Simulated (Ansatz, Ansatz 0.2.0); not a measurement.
# Lattice constants of Ag3O with PBEsol, BLYP and r2SCAN, and the effect of a dispersion correction

## What was measured

The reference is the trigonal cell of Ag3O, space group $P\bar{3}1m$, from a diffraction refinement (1981, Crystallography Open Database entry 7109278). It gives one value for each of the two axes, $a$ and $c$. Neither the sample nor the temperature is given with the values; we presume room temperature and ambient pressure. The compound is a metallic conductor, grown hydrothermally under high pressure and recovered at ambient conditions. Its silver atoms lie close to a hexagonal close packing, with oxygen ordered in part of the octahedral holes of alternate layers. The same refinement supplies the starting structure of our relaxations, so reference and starting cell coincide, and what we test is how far each level of theory moves away from it.

| compared with | measured | source's wording or label | method |
| --- | --- | --- | --- |
| a (Å) | 5.318 | 5.3180 | diffraction refinement behind the database entry |
| c (Å) | 4.951 | 4.9510 | diffraction refinement behind the database entry |

Conditions are those given with the value in the passage it was taken from; "not stated" means there, and the paper may say more elsewhere. The values are a selection: others may have been left out beforehand as unlike or outlying.

## Approach

We look for the cheapest level that gives both $a$ and $c$ within 1 % of the diffraction values, which is about 0.05 Å on either axis. Good semilocal functionals usually reach this accuracy for dense solids, while a poorly suited one misses it. The limit also leaves room for thermal expansion and zero-point motion, which our static cells lack and which we expect to lengthen the measured axes by a few tenths of a per cent. The axes are judged separately, because opposite errors in them could cancel in the volume.

The model is the ordered primitive cell of 8 atoms, without spin polarisation, as no magnetic order is known. Cell and atoms are relaxed together within the symmetry of the start. We begin with PBEsol, a functional made for the equilibrium geometry of solids, at a low plane-wave cutoff. Cutoff and k mesh are then raised in turn, and dispersion or a meta-GGA follows only if the results call for it.

Plain PBE isn't shown in this study.

System: Ag3O, trigonal; P-31m (No. 162), 8 atoms in the primitive cell; the database structure is a diffraction structure: a = 5.318 Å, c = 4.951 Å; structure from the Crystallography Open Database.

On the selection of runs and values: Further runs on this system are not shown.

## 1. PBEsol at a low cutoff

A cutoff of 290 eV is light for a compound with oxygen, even with soft PAW potentials, and the basis changes with the cell during the relaxation. We take it as a first, inexpensive look at whether PBEsol keeps the cell near the measured one. We expect axes slightly short of the reference, with an error from the basis whose size the next cutoff will have to show.

**Run 1.** Ansatz 0.2.0: PBEsol, cell and atoms relaxed from the database structure, PAW set soft_2, cutoff 290 eV, 6x6x6 k mesh, Gaussian smearing 0.1 eV.

Key lines of the input:
```
crystal:
  # lattice and atoms
kpoints:
  mp_grid: { grid: [6, 6, 6] }
hamiltonian:
  xc: pbesol
scf:
  occupations: { method: gaussian, width: 0.1 }
output:
  forces: true
  stress: true
basis:
  ecutwfc: 290.0
relax:
  adjacent_minimum: "off"
  f_tol: 0.005
  max_steps: 60
  cell: { stress_tol: 0.03 }
```

Command:
```
ansatz run input.yaml --threads 8 --pin off --max-ram 16384MiB --backend cpu --events-out ev --progress --plain --runs-dir out
```

Selected lines of the output:
```
relax step   1: F+E_penalty+E_count = -46248.00642975 eV  [...]  max|allowed force component| = 1.668e-1 eV/Å  [...]  P = -2.321 GPa  Ω = 121.261 Å³  (8 SCF iters, dr2 threshold 1.00e-7 eV [...]
relax step   2: F+E_penalty+E_count = -46248.61976629 eV  [...]  max|allowed force component| = 1.725e-1 eV/Å  [...]  P = +7.475 GPa  Ω = 116.953 Å³  [...]
relax step  54: F+E_penalty+E_count = -46248.04947396 eV  [...]  max|allowed force component| = 5.823e-4 eV/Å  [...]  P = -0.004 GPa  Ω = 118.537 Å³  [...]
  cell:  # Å, volume = 118.5367 Å³
    - [5.213519305407491, 0.0, 0.0]
    - [0.0, 0.0, 5.035704622317803]
```

Converged; 87 s on 8 cores of Arm Neoverse V1, shared host. Warnings: cutoff_below_recommended (in short: A typed cutoff is below a recommended value, from the records, the datasets' recipe or DFPT's needs, possibly lowering the density cutoff; compare with a higher-cutoff run).

| quantity | run 1 | measured | deviation |
| --- | --- | --- | --- |
| a (Å) | 5.214 | 5.318 | −0.104 (−2.0 %) |
| c (Å) | 5.036 | 4.951 | +0.085 (+1.7 %) |
| conventional cell volume (Å³) | 118.54 |  |  |

Both axes miss the limit, and in opposite directions: $a$ is 2.0 % short and $c$ 1.7 % long. We had expected both to be slightly short. The volume hides much of this, since it falls only from 121.26 to 118.54 Å³.

We don't yet hold this against PBEsol. The program warns that the cutoff lies below the recommended value, and the relaxation itself gives a reason for doubt: its second step, at a pressure of 7.5 GPa, has an energy about 0.57 eV below that of the final cell. A relaxation on a sound basis should not end so far uphill, so we suspect that the changing plane-wave set distorts the energy surface.

## 2. The recommended cutoff

We raise the cutoff to the program's default of 420 eV and leave functional, potentials and k mesh as they are, so that any shift of the axes belongs to the basis. It costs more per step, but perhaps fewer steps will be needed on a smoother energy surface. We expect the change in shape to shrink, with $c$ coming back towards the measured value.

**Run 2.** Ansatz 0.2.0: PBEsol, cell and atoms relaxed from the database structure, PAW set soft_2, cutoff 420 eV (default), 6x6x6 k mesh, Gaussian smearing 0.1 eV.

Key lines of the input, as changed from run 1:
```diff
- basis:
-   ecutwfc: 290.0
```

Selected lines of the output:
```
relax step   1: F+E_penalty+E_count = -46250.43652879 eV  [...]  max|allowed force component| = 1.446e-1 eV/Å  [...]  P = -2.661 GPa  Ω = 121.261 Å³  (8 SCF iters, dr2 threshold 1.00e-7 eV [...]
relax step   2: F+E_penalty+E_count = -46250.46073830 eV  [...]  max|allowed force component| = 1.682e-1 eV/Å  [...]  P = +1.922 GPa  Ω = 116.623 Å³  [...]
relax step   9: F+E_penalty+E_count = -46250.47448767 eV  [...]  max|allowed force component| = 2.042e-4 eV/Å  [...]  P = +0.000 GPa  Ω = 118.161 Å³  [...]
  cell:  # Å, volume = 118.1611 Å³
    - [5.225225119190547, 0.0, 0.0]
    - [0.0, 0.0, 4.997281990694147]
```

Converged; 24 s of wall time.

| quantity | run 2 | measured | deviation |
| --- | --- | --- | --- |
| a (Å) | 5.225 | 5.318 | −0.093 (−1.7 %) |
| c (Å) | 4.997 | 4.951 | +0.046 (+0.9 %) |
| conventional cell volume (Å³) | 118.16 |  |  |

With the default cutoff the relaxation ends below the energy of its first two steps, after 9 steps instead of 54. The $c$ axis shortens by 0.038 Å and now passes narrowly, while $a$ moves by only about 0.01 Å and stays 1.7 % short. The low cutoff was therefore a false economy, in steps as well as in shape, but it accounts for little of the error in $a$.

The remaining error is again mostly one of shape: the cell is too narrow in the layer plane and slightly too tall. Thermal and zero-point expansion could explain a small part of the short $a$, but they would normally make the long $c$ worse.

## 3. Denser k mesh and other potentials

Before we blame the functional, we test the two other ingredients of this level separately. One run keeps the PAW set and takes a 9×9×8 mesh, since the stress of a metal can depend on how its Fermi surface is sampled. The other keeps the 6×6×6 mesh and replaces the PAW set by norm-conserving PseudoDojo potentials with their much higher default cutoff, which makes it the dearer check. We expect both to leave $a$ well short of the limit.

**Run 3.** Ansatz 0.2.0: PBEsol, cell and atoms relaxed from the database structure, PAW set soft_2, cutoff 420 eV (default), 9x9x8 k mesh, Gaussian smearing 0.1 eV.

Key lines of the input, as changed from run 2:
```diff
  kpoints:
-   mp_grid: { grid: [6, 6, 6] }
+   mp_grid: { grid: [9, 9, 8] }
```

Command:
```
ansatz run input.yaml --threads 4 --pin off --max-ram 16384MiB --backend cpu --events-out ev --progress --plain --runs-dir out
```

Selected lines of the output:
```
Basis set: ecut = 420 eV, 2315 PW (Γ) [...]
k-points: 81 of 648
relax step   1: F+E_penalty+E_count = -46250.44299253 eV  [...]  max|allowed force component| = 1.514e-1 eV/Å  [...]  P = -2.684 GPa  Ω = 121.261 Å³  (8 SCF iters, dr2 threshold 1.00e-7 eV [...]
  cell:  # Å, volume = 118.1455 Å³
    - [5.2241914616382665, 0.0, 0.0]
    - [0.0, 0.0, 4.998599162647768]
```

Converged; 68 s on 4 cores of Intel Xeon Platinum 8375C at 2.90GHz (Ice Lake), shared host.

**Run 4.** Ansatz 0.2.0: PBEsol, PseudoDojo norm-conserving pseudopotentials, cell and atoms relaxed from the database structure, cutoff 1143 eV (default), 6x6x6 k mesh, Gaussian smearing 0.1 eV.

Key lines of the input, as changed from run 2:
```diff
  hamiltonian:
+   pseudopotentials: { kind: nc, accuracy: standard }
```

Selected lines of the output:
```
Basis set: ecut = 1142.878222 eV, 10365 PW (Γ) [...]
relax step   1: F+E_penalty+E_count = -26183.05834631 eV  [...]  max|allowed force component| = 1.402e-1 eV/Å  [...]  P = -2.660 GPa  Ω = 121.261 Å³  (10 SCF iters, dr2 threshold 1.00e-7 [...]
  cell:  # Å, volume = 118.1740 Å³
    - [5.225550832601867, 0.0, 0.0]
    - [0.0, 0.0, 4.9972029911541185]
```

Converged; 2.1 min of wall time.

| quantity | run 3 | run 4 | measured |
| --- | --- | --- | --- |
| a (Å) | 5.224 | 5.226 | 5.318 |
| c (Å) | 4.999 | 4.997 | 4.951 |
| conventional cell volume (Å³) | 118.15 | 118.17 |  |

Neither check changes the picture. The denser mesh moves each axis by about 0.001 Å, and the norm-conserving potentials move them by less than that. At the PBEsol level $a$ is thus a clear miss, and $c$ remains a narrow pass.

The ratio $c/a$ says more than the axes alone. It is 0.956 with PBEsol and 0.931 in the diffraction cell, a difference of 2.7 %. Scaling the PBEsol cell uniformly can't bring both axes within 1 %, because that would require the ratios to agree within about 2 %. A functional that merely gives longer bonds will therefore not be enough; the shape has to change as well.

## 4. BLYP without and with dispersion

At the cost of a GGA we can still try a functional that binds less tightly. BLYP tends to give metals too large a cell, so we expect it to lengthen $a$ but to push $c$ out of the limit. The D3(BJ) correction adds almost nothing to the cost and should contract the cell again. Running BLYP with and without it shows whether dispersion acts more strongly along $c$, which is the change of shape we need. The 6×6×6 mesh and the default cutoff with the PAW set are adequate for this comparison, judging by PBEsol.

**Run 5.** Ansatz 0.2.0: BLYP, cell and atoms relaxed from the database structure, PAW set soft_2, cutoff 420 eV (default), 6x6x6 k mesh, Gaussian smearing 0.1 eV.

Key lines of the input, as changed from run 2:
```diff
  hamiltonian:
-   xc: pbesol
+   xc: blyp
```

Selected lines of the output:
```
relax step   1: F+E_penalty+E_count = -46768.62214951 eV  [...]  max|allowed force component| = 1.942e-1 eV/Å  [...]  P = +11.401 GPa  Ω = 121.261 Å³  (8 SCF iters, dr2 threshold 1.00e-7 [...]
    - [5.568104389782551, 0.0, 0.0]
    - [0.0, 0.0, 5.032729963620309]
```

Converged; 37 s of wall time.

**Run 6.** Ansatz 0.2.0: BLYP+D3(BJ), cell and atoms relaxed from the database structure, PAW set soft_2, cutoff 420 eV (default), 6x6x6 k mesh, Gaussian smearing 0.1 eV.

Key lines of the input, as changed from run 5:
```diff
  hamiltonian:
+   dispersion: d3bj
```

Selected lines of the output:
```
relax step   1: F+E_penalty+E_count = -46776.47246128 eV  [...]  max|allowed force component| = 1.802e-1 eV/Å  [...]  P = +0.966 GPa  Ω = 121.261 Å³  (8 SCF iters, dr2 threshold 1.00e-7 eV [...]
relax step   5: F+E_penalty+E_count = -46776.48145220 eV  [...]  max|allowed force component| = 1.485e-4 eV/Å  [...]  P = +0.020 GPa  Ω = 122.187 Å³  [...]
    - [5.331479309840879, 0.0, 0.0]
    - [0.0, 0.0, 4.963609119117305]
```

Converged; 18 s of wall time.

| quantity | run 5 | run 6 | measured |
| --- | --- | --- | --- |
| a (Å) | 5.568 | 5.331 | 5.318 |
| c (Å) | 5.033 | 4.964 | 4.951 |
| conventional cell volume (Å³) | 135.13 | 122.19 |  |

BLYP with D3(BJ) meets the target on both axes, each about 0.013 Å long, and reproduces the measured $c/a$ of 0.931. Plain BLYP fails on both, with $a$ 4.7 % and $c$ 1.7 % too long.

The change of shape came about differently from what we had supposed. Dispersion shortens $a$ by 0.237 Å and $c$ by only 0.069 Å, so it raises $c/a$. It is BLYP itself that makes the cell too flat, and the correction brings it back. The good result is thus the balance of a large error and a large correction, which calls for some caution.

## 5. Is the agreement more than a balance?

Two further relaxations on the same mesh put this result in context. PBEsol with D3(BJ) costs little more than PBEsol and shows whether the dispersion term also helps a functional that already binds tightly; we expect it to shorten $a$ further and so to worsen the miss. r2SCAN is a dearer meta-GGA that needs no such correction to hold a metal together. We expect it to give a longer $a$ than PBEsol, and want to see whether it also finds the flatter cell.

**Run 7.** Ansatz 0.2.0: PBEsol+D3(BJ), cell and atoms relaxed from the database structure, PAW set soft_2, cutoff 420 eV (default), 6x6x6 k mesh, Gaussian smearing 0.1 eV.

Key lines of the input, as changed from run 2:
```diff
  hamiltonian:
+   dispersion: d3bj
```

Selected lines of the output:
```
relax step   1: F+E_penalty+E_count = -46253.57807907 eV  [...]  max|allowed force component| = 1.445e-1 eV/Å  [...]  P = -6.969 GPa  Ω = 121.261 Å³  (8 SCF iters, dr2 threshold 1.00e-7 eV [...]
    - [5.143623918270619, 0.0, 0.0]
    - [0.0, 0.0, 4.973908173228329]
```

Converged; 30 s of wall time.

**Run 8.** Ansatz 0.2.0: r2SCAN, cell and atoms relaxed from the database structure, PAW set soft_2, cutoff 500 eV (default), 6x6x6 k mesh, Gaussian smearing 0.1 eV.

Key lines of the input, as changed from run 2:
```diff
  hamiltonian:
-   xc: pbesol
+   xc: r2scan
```

Selected lines of the output:
```
relax step   1: F+E_penalty+E_count = -46756.65772117 eV  [...]  max|allowed force component| = 1.278e-1 eV/Å  [...]  P = +0.811 GPa  Ω = 121.261 Å³  (9 SCF iters, dr2 threshold 1.00e-7 eV [...]
relax step   5: F+E_penalty+E_count = -46756.66312141 eV  [...]  max|allowed force component| = 2.708e-4 eV/Å  [...]  P = +0.007 GPa  Ω = 122.005 Å³  [...]
    - [5.328283522434704, 0.0, 0.0]
    - [0.0, 0.0, 4.962194172126162]
```

Converged; 52 s on 4 cores of Arm Neoverse V1, shared host.

| quantity | run 7 | run 8 | measured |
| --- | --- | --- | --- |
| a (Å) | 5.144 | 5.328 | 5.318 |
| c (Å) | 4.974 | 4.962 | 4.951 |
| conventional cell volume (Å³) | 113.96 | 122.01 |  |

The dispersion correction does not help PBEsol. It shortens $a$ by a further 0.082 Å, to about 3.3 % below the reference, while $c$ improves slightly. r2SCAN, without any correction, meets the target with both axes about 0.2 % long. Its cell agrees with that of BLYP+D3(BJ) to 0.003 Å in $a$ and 0.001 Å in $c$, so the flatter shape doesn't depend on the balance we found in BLYP.

We also have to amend our view that size and shape are separate problems. Over the five levels (three functionals, two of them also with D3(BJ)), $c/a$ falls steadily as the cell grows, from about 0.97 with PBEsol+D3(BJ) to about 0.90 with BLYP. The cell responds mainly in the layer plane, and the two levels that get the volume about right also get the shape right. The link is loose, though: $c$ is shorter with r2SCAN than with PBEsol although the cell is larger, so the volume alone doesn't fix the shape.

## 6. Sampling along c with r2SCAN

The mesh checks shown so far concern PBEsol only, and a meta-GGA needs a check of its own. We repeat the r2SCAN relaxation with four instead of six divisions along $c$. This is a coarser mesh and can't prove convergence, but it shows how strongly the cell reacts to the sampling, and whether the lighter setting would do. We expect changes of a few thousandths of an ångström.

**Run 9.** Ansatz 0.2.0: r2SCAN, cell and atoms relaxed from the database structure, PAW set soft_2, cutoff 500 eV (default), 6x6x4 k mesh, Gaussian smearing 0.1 eV.

Key lines of the input, as changed from run 8:
```diff
  kpoints:
-   mp_grid: { grid: [6, 6, 6] }
+   mp_grid: { grid: [6, 6, 4] }
```

Selected lines of the output:
```
Basis set: ecut = 500 eV, 3115 PW (Γ) [...]
k-points: 24 of 144
relax step   1: F+E_penalty+E_count = -46756.65948841 eV  [...]  max|allowed force component| = 1.316e-1 eV/Å  [...]  P = +0.798 GPa  Ω = 121.261 Å³  (9 SCF iters, dr2 threshold 1.00e-7 eV [...]
    - [5.326816404704766, 0.0, 0.0]
    - [0.0, 0.0, 4.963955418364376]
```

Converged; 38 s of wall time.

| quantity | run 9 | measured | deviation |
| --- | --- | --- | --- |
| a (Å) | 5.327 | 5.318 | +0.009 (+0.2 %) |
| c (Å) | 4.964 | 4.951 | +0.013 (+0.3 %) |
| conventional cell volume (Å³) | 121.98 |  |  |

With four divisions along $c$, $a$ becomes 0.001 Å shorter and $c$ 0.002 Å longer. Shifts of this size may come in part from the residual stress that the relaxation threshold allows rather than from the mesh. Both are small against the limit of about 0.05 Å, and r2SCAN meets the target on either mesh. The lighter mesh is thus sufficient for this purpose, though the comparison doesn't replace a denser mesh as a test of convergence. The differences between r2SCAN and BLYP+D3(BJ) are of similar size to these shifts, so the two can't be ranked on accuracy.

## All runs against the measurement

| run | settings | a (Å) | deviation | c (Å) | deviation | cost |
| --- | --- | --- | --- | --- | --- | --- |
| 1 | PBEsol, PAW set soft_2, cutoff 290 eV, 6x6x6 k mesh | 5.214 | −0.104 (−2.0 %) | 5.036 | +0.085 (+1.7 %) | 12 core-min |
| 2 | PBEsol, PAW set soft_2, cutoff 420 eV (default), 6x6x6 k mesh | 5.225 | −0.093 (−1.7 %) | 4.997 | +0.046 (+0.9 %) | 3.2 core-min |
| 3 | PBEsol, PAW set soft_2, cutoff 420 eV (default), 9x9x8 k mesh | 5.224 | −0.094 (−1.8 %) | 4.999 | +0.048 (+1.0 %) | 4.5 core-min |
| 4 | PBEsol, PseudoDojo norm-conserving pseudopotentials, cutoff 1143 eV (default), 6x6x6 k mesh | 5.226 | −0.092 (−1.7 %) | 4.997 | +0.046 (+0.9 %) | 8.5 core-min |
| 5 | BLYP, PAW set soft_2, cutoff 420 eV (default), 6x6x6 k mesh | 5.568 | +0.250 (+4.7 %) | 5.033 | +0.082 (+1.7 %) | 2.4 core-min |
| 6 | BLYP+D3(BJ), PAW set soft_2, cutoff 420 eV (default), 6x6x6 k mesh | 5.331 | +0.013 (+0.3 %) | 4.964 | +0.013 (+0.3 %) | 72 core-s |
| 7 | PBEsol+D3(BJ), PAW set soft_2, cutoff 420 eV (default), 6x6x6 k mesh | 5.144 | −0.174 (−3.3 %) | 4.974 | +0.023 (+0.5 %) | 2 core-min |
| 8 | r2SCAN, PAW set soft_2, cutoff 500 eV (default), 6x6x6 k mesh | 5.328 | +0.010 (+0.2 %) | 4.962 | +0.011 (+0.2 %) | 3.5 core-min |
| 9 | r2SCAN, PAW set soft_2, cutoff 500 eV (default), 6x6x4 k mesh | 5.327 | +0.009 (+0.2 %) | 4.964 | +0.013 (+0.3 %) | 2.5 core-min |
|  | measured | 5.318 |  | 4.951 |  |  |

Further runs on the same system, made beside this series (convergence steps with loose settings among them):

| further | settings | a (Å) | deviation | c (Å) | deviation | cost |
| --- | --- | --- | --- | --- | --- | --- |
| F1 | PBEsol, PAW set soft_2, cutoff 420 eV (default), 6x6x4 k mesh | 5.229 | −0.089 (−1.7 %) | 4.991 | +0.040 (+0.8 %) | 2.3 core-min |
| F2 | PBEsol, PAW set soft_2, cutoff 590 eV, 6x6x6 k mesh | 5.225 | −0.093 (−1.7 %) | 4.997 | +0.046 (+0.9 %) | 2.4 core-min |
|  | measured | 5.318 |  | 4.951 |  |  |

## Conclusion

BLYP+D3(BJ) meets the target and is the cheapest level shown that does so. Both axes come out about 0.3 % long, for 72 core-seconds. r2SCAN gives nearly the same cell for 3.5 core-minutes (2.5 on the lighter mesh), and the differences are too small to rank the two. The costs are rough guides. They come from shared hosts of different processor types, and both successful levels needed only 5 steps, since their minima lie close to the measured cell from which every run starts.

The BLYP result rests on a cancellation: without dispersion $a$ is 4.7 % too long, and D3(BJ) removes almost all of that excess. r2SCAN reaches the same size and shape without such a correction, which makes it the safer choice where the extra cost doesn't matter.

PBEsol misses because $a$ is 1.7 % short. A denser mesh, a higher cutoff and norm-conserving potentials all leave this error in place, so we ascribe it to the functional. Too strong a contraction of the silver layers would fit the sign, but that is a conjecture. Adding D3(BJ) worsens the miss. The low-cutoff start was the one wasted run: it cost more than any other and distorted the cell.

Thermal and zero-point expansion, estimated at a few tenths of a per cent, would lengthen our static axes and widen the small excess of both successful levels, probably without breaking the limit. The reference is a single refinement with no temperature given, so the last few tenths can't be judged. A denser mesh or a higher cutoff for r2SCAN and BLYP+D3(BJ), and a change of the smearing width for any level, are not shown in this report; for mesh and cutoff we rely on the tests made with PBEsol and on the coarser r2SCAN mesh. Plain PBE, which usually gives larger cells than PBEsol, would be the natural next candidate.

[Logs are printed without paths, hosts, clocks, repeated set-up lines and the standing remarks that a program may print on its own settings, such as how far it seeks lower states.]

[The runs shown are a pick from a larger set of finished runs; failed, doubtful and other runs were left out of it ahead of writing. So were measured values far from every level or from commonly accepted values, and agreement can look better than it is. Lines of input and output are excerpts and may be shortened.]
